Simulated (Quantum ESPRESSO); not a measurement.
# GaN (F-43m) in Quantum ESPRESSO: a series of runs, part 2 of 3

Quantum ESPRESSO 7.5.

### Step 3. Phonons, PBE

Input file pw.in:

```
&CONTROL
  calculation = 'scf'
  prefix = 'pwscf'
  outdir = './tmp'
  pseudo_dir = './pseudo'
  tprnfor = .true.
  tstress = .true.
  disk_io = 'low'
/
&SYSTEM
  ibrav = 0
  A = 3.18693112
  nat = 2
  ntyp = 2
  ecutwfc = 45
  ecutrho = 360
  nbnd = 19
  occupations = 'smearing'
  smearing = 'fd'
  degauss = 0.00367493
/
&ELECTRONS
  conv_thr = 4d-10
  electron_maxstep = 120
  mixing_beta = 0.5
/
ATOMIC_SPECIES
Ga    69.7230 ga_pbe_v1.4.uspp.F.UPF
N     14.0070 n_pbe_v1.2.uspp.F.UPF
CELL_PARAMETERS alat
   0.0000000000    0.7071067816    0.7071067816
   0.7071067816    0.0000000000    0.7071067816
   0.7071067816    0.7071067816    0.0000000000
ATOMIC_POSITIONS alat
Ga     0.0000000000    0.0000000000    0.0000000000
N      0.3535533908    0.3535533908    0.3535533908
K_POINTS automatic
8 8 8 1 1 1
```

Input file relax.in:

```
&CONTROL
  calculation = 'vc-relax'
  prefix = 'pwscf'
  outdir = './tmp'
  pseudo_dir = './pseudo'
  tprnfor = .true.
  tstress = .true.
  disk_io = 'low'
  nstep = 40
  forc_conv_thr = 0.0001
  etot_conv_thr = 1d-06
/
&SYSTEM
  ibrav = 0
  A = 3.18693112
  nat = 2
  ntyp = 2
  ecutwfc = 45
  ecutrho = 360
  nbnd = 19
  occupations = 'smearing'
  smearing = 'fd'
  degauss = 0.00367493
/
&ELECTRONS
  conv_thr = 4d-10
  electron_maxstep = 120
  mixing_beta = 0.5
/
&IONS
  ion_dynamics = 'bfgs'
/
&CELL
  cell_dynamics = 'bfgs'
  press = 0
  press_conv_thr = 0.2
/
ATOMIC_SPECIES
Ga    69.7230 ga_pbe_v1.4.uspp.F.UPF
N     14.0070 n_pbe_v1.2.uspp.F.UPF
CELL_PARAMETERS alat
   0.0000000000    0.7071067816    0.7071067816
   0.7071067816    0.0000000000    0.7071067816
   0.7071067816    0.7071067816    0.0000000000
ATOMIC_POSITIONS alat
Ga     0.0000000000    0.0000000000    0.0000000000
N      0.3535533908    0.3535533908    0.3535533908
K_POINTS automatic
8 8 8 1 1 1
```

Input file gamma.in:

```
&CONTROL
  calculation = 'bands'
  prefix = 'pwscf'
  outdir = './tmp'
  pseudo_dir = './pseudo'
  disk_io = 'low'
  verbosity = 'high'
/
&SYSTEM
  ibrav = 0
  A = 3.21344222
  nat = 2
  ntyp = 2
  ecutwfc = 45
  ecutrho = 360
  nbnd = 19
  occupations = 'smearing'
  smearing = 'fd'
  degauss = 0.00367493
/
&ELECTRONS
  conv_thr = 1d-08
  electron_maxstep = 120
  mixing_beta = 0.5
  diago_full_acc = .true.
/
ATOMIC_SPECIES
Ga    69.7230 ga_pbe_v1.4.uspp.F.UPF
N     14.0070 n_pbe_v1.2.uspp.F.UPF
CELL_PARAMETERS alat
   0.0000000000    0.7071067811    0.7071067811
   0.7071067811    0.0000000000    0.7071067811
   0.7071067811    0.7071067811    0.0000000000
ATOMIC_POSITIONS alat
Ga     0.0000000000    0.0000000000    0.0000000000
N      0.3535533905    0.3535533905    0.3535533905
K_POINTS crystal
1
0.0 0.0 0.0 1
```

Input file scf2.in:

```
&CONTROL
  calculation = 'scf'
  prefix = 'pwscf'
  outdir = './tmp'
  pseudo_dir = './pseudo'
  tprnfor = .true.
  tstress = .true.
  disk_io = 'low'
/
&SYSTEM
  ibrav = 0
  A = 3.21344222
  nat = 2
  ntyp = 2
  ecutwfc = 45
  ecutrho = 360
  nbnd = 19
  occupations = 'fixed'
/
&ELECTRONS
  conv_thr = 1d-13
  electron_maxstep = 120
  mixing_beta = 0.5
  startingpot = 'file'
/
ATOMIC_SPECIES
Ga    69.7230 ga_pbe_v1.4.uspp.F.UPF
N     14.0070 n_pbe_v1.2.uspp.F.UPF
CELL_PARAMETERS alat
   0.0000000000    0.7071067811    0.7071067811
   0.7071067811    0.0000000000    0.7071067811
   0.7071067811    0.7071067811    0.0000000000
ATOMIC_POSITIONS alat
Ga     0.0000000000    0.0000000000    0.0000000000
N      0.3535533905    0.3535533905    0.3535533905
K_POINTS automatic
8 8 8 1 1 1
```

Input file ph.in:

```
phonons of GaN
&INPUTPH
  prefix = 'pwscf'
  outdir = './tmp'
  tr2_ph = 1d-16
  fildyn = 'dyn'
  niter_ph = 60
  alpha_mix(1) = 0.7
  epsil = True
/
0.0000000000 0.0000000000 0.0000000000
```

Input file dynmat.in:

```
&INPUT
  fildyn = 'dyn'
  asr = 'crystal'
  lperm = .true.
  filout = 'dynmat.disp'
  fileig = 'dynmat.eig'
/
```

Input file dynmat_lo.in:

```
&INPUT
  fildyn = 'dyn'
  asr = 'crystal'
  filout = 'dynmat_lo.disp'
  fileig = 'dynmat_lo.eig'
  q(1) = 0
  q(2) = 0
  q(3) = 1
/
```

Potentials or basis: GBRV 1.5 PBE.

The run is started by

```bash
$ OMP_NUM_THREADS=1 pw.x -in pw.in > pw.out
$ OMP_NUM_THREADS=1 pw.x -in relax.in > relax.out
$ OMP_NUM_THREADS=1 pw.x -in gamma.in > gamma.out
$ OMP_NUM_THREADS=1 pw.x -in scf2.in > scf2.out
$ OMP_NUM_THREADS=1 ph.x -in ph.in > ph.out
$ OMP_NUM_THREADS=1 dynmat.x -in dynmat.in > dynmat.out
$ OMP_NUM_THREADS=1 dynmat.x -in dynmat_lo.in > dynmat_lo.out
```

pw.out:

```text
This program is part of the open-source Quantum ESPRESSO suite
     for quantum simulation of materials; please cite
[... 9 lines left out ...]
     --------------------
     sticks:   dense  smooth     PW     G-vecs:    dense   smooth      PW
     Sum         913     439    151                17933     6231    1243

     Using Slab Decomposition

     bravais-lattice index     =            0
     lattice parameter (alat)  =       6.0224  a.u.
     unit-cell volume          =     154.4542 (a.u.)^3
     number of atoms/cell      =            2
     number of atomic types    =            2
     number of electrons       =        24.00
     number of Kohn-Sham states=           19
     kinetic-energy cutoff     =      45.0000  Ry
     charge density cutoff     =     360.0000  Ry
     scf convergence threshold =      4.0E-10
     mixing beta               =       0.5000
     number of iterations used =            8  plain     mixing
     Exchange-correlation= SLA  PW   PBE  PBE
                           (   1   4   3   4   0   0   0)

     celldm(1)=   6.022427  celldm(2)=   0.000000  celldm(3)=   0.000000
     celldm(4)=   0.000000  celldm(5)=   0.000000  celldm(6)=   0.000000

     crystal axes: (cart. coord. in units of alat)
               a(1) = (   0.000000   0.707107   0.707107 )
               a(2) = (   0.707107   0.000000   0.707107 )
[... 50 lines left out ...]
        k(    5) = (  -0.3093592  -0.3093592   0.3977476), wk =   0.0234375
        k(    6) = (  -0.2209709  -0.2209709   0.3093592), wk =   0.0234375
[... 52 lines left out ...]
        k(   59) = (   0.3093592   0.3093592   0.3093592), wk =   0.0078125
        k(   60) = (  -0.3093592  -0.3093592   0.9280776), wk =   0.0234375

     Dense  grid:    17933 G-vectors     FFT dimensions: (  40,  40,  40)

     Smooth grid:     6231 G-vectors     FFT dimensions: (  25,  25,  25)

     Initial potential from superposition of free atoms

     starting charge      23.0000, renormalised to      24.0000
     Starting wfcs are   16 randomized atomic wfcs +    3 random wfcs

     Self-consistent Calculation

     iteration #  1     ecut=    45.00 Ry     beta= 0.50
     Davidson diagonalization with overlap
     ethr =  1.00E-02,  avg # of iterations =  5.5

     total energy              =    -432.92338104 Ry
     estimated scf accuracy    <       5.57071115 Ry
[... 57 lines left out ...]
     iteration # 10     ecut=    45.00 Ry     beta= 0.50
     Davidson diagonalization with overlap
     ethr =  4.73E-12,  avg # of iterations =  2.2

     End of self-consistent calculation

          k = 0.0442 0.0442 0.0442 (   785 PWs)   bands (ev):

   -81.8683 -81.8678 -81.8678  -5.0570  -2.5822  -2.5822  -2.5736  -2.2661
    -2.2661  10.3116  10.7861  10.7861  12.9934  20.9292  21.2188  21.2188
    28.5953  28.8311  28.8311
[... 351 lines left out ...]
   -81.8692 -81.8688 -81.8686  -4.1418  -2.4955  -2.4687  -2.2467  -2.2271
    -0.9263   4.0414   8.8994   9.6661  16.3482  18.7128  21.1476  21.6689
    27.4091  29.8596  29.8729

     the Fermi energy is    11.8779 ev

!    total energy              =    -435.54855325 Ry
     estimated scf accuracy    <          2.3E-11 Ry
     smearing contrib. (-TS)   =      -0.00000000 Ry
     internal energy E=F+TS    =    -435.54855325 Ry

     The total energy is F=E-TS. E is the sum of the following terms:
     one-electron contribution =    -337.19529674 Ry
     hartree contribution      =     181.40866716 Ry
     xc contribution           =     -54.08092568 Ry
     ewald contribution        =    -225.68099800 Ry

     convergence has been achieved in  10 iterations

     Forces acting on atoms (cartesian axes, Ry/au):

     atom    1 type  1   force =    -0.00000000   -0.00000000    0.00000000
     atom    2 type  2   force =     0.00000000    0.00000000   -0.00000000

     Total force =     0.000000     Total SCF correction =     0.000000

     Computing stress (Cartesian axis) and pressure

          total   stress  (Ry/bohr**3)                   (kbar)     P=       46.50
   0.00031610   0.00000000   0.00000000           46.50        0.00        0.00
   0.00000000   0.00031610   0.00000000            0.00       46.50        0.00
   0.00000000   0.00000000   0.00031610            0.00        0.00       46.50

=------------------------------------------------------------------------------=
   JOB DONE.
=------------------------------------------------------------------------------=
```

relax.out:

```text
This program is part of the open-source Quantum ESPRESSO suite
     for quantum simulation of materials; please cite
[... 9 lines left out ...]
     --------------------
     sticks:   dense  smooth     PW     G-vecs:    dense   smooth      PW
     Sum         913     439    151                17933     6231    1243
[... 2625 lines left out ...]
   0.00000328  -0.00000000  -0.00000000            0.48       -0.00       -0.00
  -0.00000000   0.00000328   0.00000000           -0.00        0.48        0.00
  -0.00000000   0.00000000   0.00000328           -0.00        0.00        0.48

=------------------------------------------------------------------------------=
   JOB DONE.
=------------------------------------------------------------------------------=
```

gamma.out:

```text
This program is part of the open-source Quantum ESPRESSO suite
     for quantum simulation of materials; please cite
         "P. Giannozzi et al., J. Phys.:Condens. Matter 21 395502 (2009);
         "P. Giannozzi et al., J. Phys.:Condens. Matter 29 465901 (2017);
         "P. Giannozzi et al., J. Chem. Phys. 152 154105 (2020);
     in publications or presentations arising from this work. More details at
[... 349 lines left out ...]

   -82.2841 -82.2841 -82.2841  -5.2939  -2.9706  -2.9706  -2.9706  -2.6728
    -2.6728  10.4267  10.4267  10.4267  12.0091  20.5908  20.5908  20.5908
    27.6936  29.0408  29.0408

=------------------------------------------------------------------------------=
   JOB DONE.
=------------------------------------------------------------------------------=
```

It took 5.2 min on 1 thread of Arm Neoverse V2, shared host; peak memory 0.11 GiB.

What came out:

* Free energy: -5925.9513 eV
* Relaxed volume: 11.73 Å³/atom
* Relaxed cell: a = 3.213 Å, b = 3.213 Å, c = 3.213 Å, α = 60.00°, β = 60.00°, γ = 60.00°
* Space group after relaxing (to 0.05 Å): F-43m (No. 216)
* Pressure after relaxing: 0.0 GPa
* Electronic dielectric tensor (diagonal): 6.06
* Born charges (mean of the diagonal): Ga +2.70; N -2.69 e
* Highest phonon frequency at Γ, LO-TO splitting left out: 519 cm⁻¹
* Static dielectric tensor (diagonal): 10.90

The path:
```
step  energy change (eV)  largest force (eV/Å)  pressure (GPa)  volume (Å³)
   1              0.0000                0.0000            4.65        22.89
   2             -0.0081                0.0000            0.20        23.43
   3             -0.0081                0.0000            0.03        23.46
   4             -0.0081                0.0000           -0.01        23.46
```

Final structure:
```
Ga N
1.0
     0.00000    2.27225    2.27225
     2.27225    0.00000    2.27225
     2.27225    2.27225    0.00000
Ga N
1 1
Cartesian
  0.0000 0.0000 0.0000
  1.1361 1.1361 1.1361
```

Levels at points of the mesh, in eV from the valence-band top:
| k point | band 8 | band 9 | band 10 | band 11 | band 12 | band 13 | band 14 | band 15 | band 16 | band 17 |
| --- | --- | --- | --- | --- | --- | --- | --- | --- | --- | --- |
| (0.06, 0.06, 0.06) | -13.06 | -13.06 | -0.49 | 0.00 | 0.00 | 2.06 | 9.99 | 10.27 | 10.27 | 17.53 |

Phonon frequencies in cm⁻¹ (negative: imaginary):
```csv
q point,frequencies
"(0.000, 0.000, 0.000)",4 4 4 519 519 519
```

Electronic dielectric tensor:
```
6.06 0.00 0.00
0.00 6.06 0.00
0.00 0.00 6.06
```

Born effective charge tensors (e):
atom 1, Ga
```
2.70 0.00 0.00
0.00 2.70 0.00
0.00 0.00 2.70
```
atom 2, N
```
-2.69  0.00  0.00
 0.00 -2.69  0.00
 0.00  0.00 -2.69
```

Optical modes at Γ, degenerate ones joined, polar ones without the macroscopic field:
| cm⁻¹ | components | symmetry | active in | IR intensity, summed ((D/Å)²/amu) |
| --- | --- | --- | --- | --- |
| 519 | 3 | T2 | IR and Raman | 42.98 |

Zone-centre frequencies without and with the macroscopic field along z (cm⁻¹):
```csv
,optical modes in rising order
without,519 519 519
with the field,519 519 696
```

Static dielectric tensor, electrons and zone-centre modes:
```
10.90  0.00  0.00
 0.00 10.90  0.00
 0.00  0.00 10.90
```

[end of part 2 of 3]
